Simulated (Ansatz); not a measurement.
Input and command of a plane-wave DFT calculation in Ansatz:

```yaml
crystal:
  lattice:
    - [-0.0479573075, 3.1971538327, 3.1971538327]
    - [3.1971538327, -0.0479573075, 3.1971538327]
    - [3.1491965252, 3.1491965252, 0.0]
  atoms:
    - { symbol: Bi, position: [0.0, 0.0, 0.0] }
    - { symbol: Te, position: [0.5, 0.5, 0.5] }
basis:
  ecutwfc: 420
kpoints:
  mp_grid: { grid: [16, 16, 16] }
hamiltonian:
  xc: pbesol
scf:
  occupations: { method: gaussian, width: 0.15 }
output:
  forces: true
  stress: true
  eigenvalues: true
```

```bash
ansatz run input.yaml --threads 1 --pin off --max-ram 2560MiB --backend cpu --events-out ev --progress --plain --runs-dir out
```

Processor: Arm Neoverse V1, 1 thread, on a host shared with other jobs.

Q: How long does it run, and how much memory does it take?

A: About 43 s on 1 thread of Arm Neoverse V1, with other jobs on the host, peak memory 0.82 GiB. It solves 20 bands at 621 k points (the mesh reduced by symmetry) with about 1287 plane waves, in 7 SCF iterations.
